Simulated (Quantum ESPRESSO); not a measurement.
The system is BP.

```
P B
1.0
     0.00000    2.26900    2.26900
     2.26900    0.00000    2.26900
     2.26900    2.26900    0.00000
P B
1 1
Direct
  0.75000 0.75000 0.75000
  0.00000 0.00000 0.00000
```

- Program: Quantum ESPRESSO 7.5
- Task: phonons
- Functional: PBE
- Potentials or basis: PseudoDojo 0.4.1 SR PBE standard
- Cutoff: 1034 eV
- Density cutoff: 4136 eV
- k mesh: 8 × 8 × 8, shifted
- Occupations: fermi-dirac, width 0.05 eV
- Spin: no spin polarisation
- Mixing beta: 0.5
- Most SCF iterations: 120
- SCF threshold: 4e-10 Ry

The cell and the atoms were relaxed first, to 11.75 Å³/atom (a = 3.215 Å, b = 3.215 Å, c = 3.215 Å, α = 60.00°, β = 60.00°, γ = 60.00°), and the response was taken there.

The first run showed a gap, so the response started from a second, tighter run with fixed occupations.

The run gives a transverse optical frequency of 800 cm⁻¹, an electronic dielectric constant of 9.12 and Born charges of ±0.50 e.

Question: What are the longitudinal frequency and the static dielectric constant?

Answer: The longitudinal mode lies at 805 cm⁻¹, 5 cm⁻¹ over the transverse one, and the static constant is 9.22. The two agree with the Lyddane-Sachs-Teller relation: (805/800)² = 1.01 and 9.22/9.12 = 1.01.
